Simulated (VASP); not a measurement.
# MgSn2N2 (P1) in VASP: relaxation of cell and atoms with PBE

Aim: the relaxation of cell and atoms of MgSn2N2 with PBE.

All numbers are computed with VASP 6.6.1; they aren't measurements. Logs are shortened: lines on timing, memory, paths and dates and some standing lists are left out, and cuts for length are marked.

## (1) Starting point

The typed cell holds 10 atoms: a = 3.315 Å, b = 3.316 Å, c = 18.032 Å, α = 87.98°, β = 90.53°, γ = 121.27°.

The cell was built by a generator and needn't be a form met in nature.

## (2) Relaxation of cell and atoms, PBE

Input file INCAR:

```
PREC = Normal ; ENCUT = 520
EDIFF = 1E-5 ; ISMEAR = 0
SIGMA = 0.05 ; LREAL = Auto
LASPH = True ; NELM = 80
ALGO = Fast ; ISIF = 3
LWAVE = False ; LCHARG = False
GGA = PE ; IBRION = 2
NSW = 110 ; EDIFFG = -0.03
ISYM = 0
```

Input file KPOINTS:

```
regular mesh
0
Gamma
  6 6 1
```

Input file POSCAR:

```
MgSn2N2
1.0
    3.3144225800     -0.0367337400     -0.0148917700
   -1.6890236500      2.8524798100      0.0578847900
   -0.0829145500      0.3242793500     18.0288204300
Mg Sn N
2 4 4
Direct
    0.9940706100      0.9666472800      0.9975189600
    0.9740630900      0.0014862200      0.4963094600
    0.7231298200      0.3807565700      0.1444408100
    0.6364282700      0.3066935600      0.6406485700
    0.3756390200      0.7155323200      0.3491742800
    0.3261799800      0.6561701000      0.8558432500
    0.6684307100      0.3345401500      0.4333736700
    0.6751147800      0.3545991300      0.9315017900
    0.3914925000      0.6807783800      0.0743790200
    0.3509687400      0.6534905700      0.5774067300
```

Potentials or basis: VASP PAW PBE potentials, release 64 (Mg, Sn_d, N).

Command:

```
cat potpaw_PBE.64/Mg/POTCAR potpaw_PBE.64/Sn_d/POTCAR potpaw_PBE.64/N/POTCAR > POTCAR
mpirun -np 1 vasp_std > vasp.out
```

OUTCAR:

```text
PREC = Normal
   ENCUT = 520
   EDIFF = 1E-5
   ISMEAR = 0
   LREAL = Auto
   LASPH = True
   NELM = 80
   ISIF = 3
   GGA = PE
   IBRION = 2
   NSW = 110
   EDIFFG = -0.03
   ISYM = 0

 ion  position               nearest neighbor table
   1  0.994  0.967  0.998-   8 2.14   9 2.19   8 2.26   8 2.34   9 2.39   9 2.49   3 3.08   6 3.16
                             6 3.19   6 3.20   3 3.36   3 3.38
   2  0.974  0.001  0.496-   7 2.14   7 2.24   7 2.26  10 2.28  10 2.40  10 2.52   5 3.16   4 3.21
                             4 3.22   4 3.24   5 3.28   5 3.36
   3  0.723  0.381  0.144-   9 2.19   9 2.27   9 2.39   1 3.08   1 3.36   1 3.38
   4  0.636  0.307  0.641-  10 2.13  10 2.22  10 2.32   2 3.21   2 3.22   2 3.24
   5  0.376  0.716  0.349-   7 2.36   7 2.44   7 2.50   2 3.16   2 3.28   2 3.36
   6  0.326  0.656  0.856-   8 2.29   8 2.30   8 2.44   1 3.16   1 3.19   1 3.20
   7  0.668  0.335  0.433-   2 2.14   2 2.24   2 2.26   5 2.36   5 2.44   5 2.50
   8  0.675  0.355  0.932-   1 2.14   1 2.26   6 2.29   6 2.30   1 2.34   6 2.44
   9  0.391  0.681  0.074-   1 2.19   3 2.19   3 2.27   3 2.39   1 2.39   1 2.49
  10  0.351  0.653  0.577-   4 2.13   4 2.22   2 2.28   4 2.32   2 2.40   2 2.52

IMPORTANT INFORMATION: All symmetrisations will be switched off!
NOSYMM: (Re-)initialisation of all symmetry stuff for point group C_1.

----------------------------------------------------------------------------------------

                                     Primitive cell

  volume of cell :     169.2743

  direct lattice vectors                    reciprocal lattice vectors
     3.314422580 -0.036733740 -0.014891770     0.303696847  0.179863701 -0.001838456
    -1.689023650  2.852479810  0.057884790     0.003883855  0.353000366 -0.006331457
    -0.082914550  0.324279350 18.028820430     0.000238383 -0.000984804  0.055485556

  length of vectors
     3.314659586  3.315538057 18.031927185     0.352967571  0.353078505  0.055494806

  position of ions in fractional coordinates (direct lattice)
     0.994070610  0.966647280  0.997518960
     0.974063090  0.001486220  0.496309460
     0.723129820  0.380756570  0.144440810
     0.636428270  0.306693560  0.640648570
     0.375639020  0.715532320  0.349174280
     0.326179980  0.656170100  0.855843250
     0.668430710  0.334540150  0.433373670
     0.675114780  0.354599130  0.931501790
     0.391492500  0.680778380  0.074379020
     0.350968740  0.653490570  0.577406730

  ion indices of the primitive-cell ions
   primitive index   ion index
                 1           1
                 2           2
                 3           3
                 4           4
                 5           5
                 6           6
                 7           7
                 8           8
                 9           9
                10          10

----------------------------------------------------------------------------------------

 KPOINTS: regular mesh

Automatic generation of k-mesh.
 Grid dimensions read from file:
 generate k-points for:    6    6    1

 Generating k-lattice:

  Cartesian coordinates                     Fractional coordinates (reciprocal lattice)
     0.050616141  0.029977284 -0.000306409     0.166666667 -0.000000000 -0.000000000
     0.000647309  0.058833394 -0.001055243    -0.000000000  0.166666667  0.000000000
     0.000238383 -0.000984804  0.055485556    -0.000000000  0.000000000  1.000000000

  Length of vectors
     0.058827928  0.058846417  0.055494806

  Shift w.r.t. Gamma in fractional coordinates (k-lattice)
     0.000000000  0.000000000  0.000000000

 Subroutine IBZKPT returns following result:
 ===========================================

 Found     20 irreducible k-points:

 Following reciprocal coordinates:
            Coordinates               Weight
  0.000000  0.000000  0.000000      1.000000
  0.166667 -0.000000  0.000000      2.000000
  0.333333 -0.000000  0.000000      2.000000
  0.500000 -0.000000 -0.000000      1.000000
  0.000000  0.166667 -0.000000      2.000000
  0.166667  0.166667  0.000000      2.000000
[... 12 lines left out ...]
  0.333333  0.500000  0.000000      2.000000
  0.500000  0.500000  0.000000      1.000000
   k-points           NKPTS =     20   k-points in BZ     NKDIM =     20   number of bands    NBANDS=     48
   number of dos      NEDOS =    301   number of ions     NIONS =     10
   total plane-waves  NPLWV =  34992
   dimension x,y,z NGX =    18 NGY =   18 NGZ =  108
   dimension x,y,z NGXF=    36 NGYF=   36 NGZF=  216
   ions per type =               2   4   4
   NGX,Y,Z   is equivalent  to a cutoff of   9.03,  9.03,  9.96 a.u.
   NGXF,Y,Z  is equivalent  to a cutoff of  18.06, 18.05, 19.91 a.u.
 SYSTEM =  unknown system
   PREC   = normal    normal or accurate (medium, high low for compatibility)
   ISTART =      0    job   : 0-new  1-cont  2-samecut
   ICHARG =      2    charge: 1-file 2-atom 10-const
   ISPIN  =      1    spin polarized calculation?
   LNONCOLLINEAR =      F non collinear calculations
   LSORBIT =      F    spin-orbit coupling
   LASPH  =      T    aspherical Exc in radial PAW
   ENCUT  =  520.0 eV  38.22 Ry    6.18 a.u.   6.16  6.16 33.53*2*pi/ulx,y,z
   NELM   =     80;   NELMIN=  2; NELMDL= -5     # of ELM steps
   EDIFF  = 0.1E-04   stopping-criterion for ELM
   LREAL  =      T    real-space projection
   EDIFFG = -.3E-01   stopping-criterion for IOM
   NSW    =    110    number of steps for IOM
   IBRION =      2    ionic relax: 0-MD 1-quasi-New 2-CG
   NFREE  =      1    steps in history (QN), initial steepest desc. (CG)
   ISIF   =      3    stress and relaxation
   ISYM   =      0    0-nonsym 1-usesym 2-fastsym
   POTIM  = 0.5000    time-step for ionic-motion
   TEBEG  =    0.0;   TEEND  =   0.0 temperature during run
   PSTRESS=    0.0 pullay stress
   NELECT =      80.0000    total number of electrons
   NUPDOWN=      -1.0000    fix difference up-down
   EMIN   =  10.00;   EMAX   =-10.00  energy-range for DOS
   EFERMI =   0.00;   METHOD = LEGACY
   ISMEAR =     0;   SIGMA  =   0.05  broadening in eV -4-tet -1-fermi 0-gaus
   EFERMI_NEDOS =   21; number of points for ismear=-14 and -15
   IALGO  =     68    algorithm
   IMIX   =      4    mixing-type and parameters
     AMIX     =   0.40;   BMIX     =  1.00
     AMIX_MAG =   1.60;   BMIX_MAG =  1.00
  volume/ion in A,a.u.               =      16.93       114.23
  Fermi-wavevector in a.u.,A,eV,Ry     =   1.275189  2.409757 22.124520  1.626106
  Thomas-Fermi vector in A             =   2.407915
   LORBIT       =      0    0 simple, 1 ext, 2 COOP (PROOUT), +10 PAW based schemes
   GGA     = PE    functional components
   LHFCALC =     F    Hartree Fock is set to
   AEXX    =    0.0000 exact exchange contribution
   IVDW    =     0    specifies the selected vdW correction
   LEPSILON=     F    determine dielectric tensor
   LRPA    =     F    only Hartree local field effects (RPA)
 conjugate gradient relaxation of ions
 non-spin polarized calculation
 RMM-DIIS sequential band-by-band and
 Gauss-broadening in eV      SIGMA  =   0.05
  energy-cutoff  :      520.00
  volume of cell :      169.27
 maximum number of plane-waves:      4586
   NGX = 13   NGY = 13   NGZ = 67

--------------------------------------- Ionic step        1  -------------------------------------------

 number of electron      79.9999983 magnetization

 Free energy of the ion-electron system (eV)
  ---------------------------------------------------
  ext. energy  EPLUGINS =         0.00000000
  ---------------------------------------------------
  free energy    TOTEN  =       -52.40403322 eV

  energy without entropy =      -52.40402515  energy(sigma->0) =      -52.40402919

------------------------ aborting loop because EDIFF is reached ----------------------------------------

  FORCE on cell =-STRESS in cart. coord.  units (eV):
  Direction    XX          YY          ZZ          XY          YZ          ZX
  --------------------------------------------------------------------------------------
  -------------------------------------------------------------------------------------
  Total       -2.4237883     -0.0370122      0.0218715      0.7325889     -1.9075831      1.8540800
  in kB      -22.9410984     -0.3503193      0.2070132      6.9339361    -18.0552285     17.5488231
  external PRESSURE =      -7.6948015 kB  Pullay stress =       0.0000000 kB
[... 113 lines left out ...]
  FREE ENERGIE OF THE ION-ELECTRON SYSTEM (eV)
  ---------------------------------------------------
  free  energy   TOTEN  =       -52.8565358262 eV

  energy  without entropy=      -52.8565358262  energy(sigma->0) =      -52.85653583

[... ionic steps 4 to 26 ...]

--------------------------------------- Ionic step       27  -------------------------------------------

 number of electron      79.9999976 magnetization

------------------------ aborting loop because EDIFF is reached ----------------------------------------

  FORCE on cell =-STRESS in cart. coord.  units (eV):
  Direction    XX          YY          ZZ          XY          YZ          ZX
  --------------------------------------------------------------------------------------
  -------------------------------------------------------------------------------------
  Total       -0.0296105     -0.0044933      0.0379663      0.0438020     -0.0292286      0.0577333
  in kB       -0.2861827     -0.0434273      0.3669410      0.4233418     -0.2824917      0.5579864
  external PRESSURE =       0.0124436 kB  Pullay stress =       0.0000000 kB
[... 73 lines left out ...]
  energy  without entropy=      -52.9844513707  energy(sigma->0) =      -52.98445137

--------------------------------------- Ionic step       29  -------------------------------------------

 number of electron      79.9999975 magnetization

 Free energy of the ion-electron system (eV)
  ---------------------------------------------------
  ext. energy  EPLUGINS =         0.00000000
  ---------------------------------------------------
  free energy    TOTEN  =       -52.98461485 eV

  energy without entropy =      -52.98461485  energy(sigma->0) =      -52.98461485

 E-fermi :   6.6755     XC(G=0): -10.3956

 val. band max:        6.4108927808   @ k =   0.0000   0.0000   0.0000
 cond. band min:       7.2375563946   @ k =   0.3333   0.3333  -0.0000
 fundamental gap:      0.8266636138
 Fermi energy:         6.6755204519

 k-point     1 :       0.0000    0.0000    0.0000
  band No.  band energies     occupation
      1     -14.5695      2.00000
      2     -14.5690      2.00000
      3     -14.5651      2.00000
      4     -14.5644      2.00000
      5     -14.5634      2.00000
      6     -14.5627      2.00000
[... 1046 lines left out ...]
  FREE ENERGIE OF THE ION-ELECTRON SYSTEM (eV)
  ---------------------------------------------------
  free  energy   TOTEN  =       -52.9846148509 eV

  energy  without entropy=      -52.9846148509  energy(sigma->0) =      -52.98461485

 reached required accuracy - stopping structural energy minimisation
```

Run time: 13 min. Hardware: 1 thread of Intel Xeon 6975P-C (Granite Rapids), shared host; peak memory 0.25 GiB.

Results:

- Free energy: -52.9846 eV
- Relaxed volume: 16.57 Å³/atom
- Relaxed cell: a = 3.256 Å, b = 3.257 Å, c = 18.048 Å, α = 89.85°, β = 90.12°, γ = 120.02°
- Space group after relaxing (to 0.05 Å): P-1 (No. 2)
- Energy gained by relaxing: 58.1 meV/atom
- Ionic steps: 29
- Pressure after relaxing: 0.0 GPa
- Largest force after relaxing: 0.025 eV/Å
- Band gap on the k mesh: 0.83 eV, indirect (least direct gap 1.28 eV)

Forces on the atoms (eV/Å):
```
Mg   0.001 -0.001 -0.002
Mg  -0.003  0.000  0.008
Sn  -0.021  0.002  0.002
Sn   0.000  0.007 -0.015
Sn   0.007 -0.008  0.002
Sn   0.002 -0.013  0.011
N    0.024 -0.002  0.003
N    0.014  0.004 -0.019
N   -0.011 -0.001 -0.003
N   -0.013  0.011  0.013
```

Step by step:
```tsv
step	energy change (eV)	largest force (eV/Å)	pressure (GPa)	volume (Å³)
1	0.0000	1.7463	-0.77	169.27
2	-0.4302	0.5980	-0.50	167.25
3	-0.4525	0.5769	-0.16	166.69
4	-0.5211	0.2997	0.23	166.02
5	-0.5363	0.2435	0.55	165.55
6	-0.5528	0.2210	-0.80	166.99
7	-0.5527	0.2209	-0.55	166.98
8	-0.5631	0.1511	0.08	166.05
9	-0.5634	0.1798	0.17	165.88
10	-0.5697	0.0918	0.07	165.80
11	-0.5702	0.1023	-0.09	165.78
12	-0.5702	0.1077	0.03	165.77
13	-0.5729	0.0879	0.00	165.84
14	-0.5734	0.0873	0.03	165.87
15	-0.5733	0.1144	-0.04	165.93
16	-0.5736	0.0869	-0.10	165.90
17	-0.5754	0.0622	0.22	165.58
18	-0.5756	0.0688	0.23	165.52
19	-0.5771	0.0664	-0.08	165.92
20	-0.5771	0.0684	-0.07	165.93
21	-0.5782	0.0471	-0.14	165.95
22	-0.5789	0.0731	-0.13	165.99
23	-0.5790	0.0609	-0.15	165.98
24	-0.5795	0.0453	0.01	165.85
25	-0.5797	0.0508	0.04	165.80
26	-0.5799	0.0571	0.12	165.68
27	-0.5803	0.0329	0.00	165.77
28	-0.5804	0.0311	-0.13	165.83
29	-0.5806	0.0247	-0.02	165.72
```

Final structure:
```
CELL_PARAMETERS angstrom
3.25598 -0.00128 -0.00282
-1.62845 2.82065 0.00362
-0.02085 0.01815 18.04812
ATOMIC_POSITIONS crystal
Mg 0.01924 0.00786 0.00036
Mg 0.00425 0.00244 0.49973
Sn 0.68939 0.33988 0.14548
Sn 0.67084 0.33203 0.64513
Sn 0.33604 0.67259 0.35444
Sn 0.34988 0.67587 0.85518
N 0.66886 0.33807 0.42673
N 0.68326 0.34148 0.92753
N 0.35551 0.67413 0.07326
N 0.33824 0.66633 0.57276
```

Caveat: spin-orbit coupling is left out, which moves the levels of the heavy elements; an odd mesh through Γ misses points on the zone boundary, where band edges often lie.
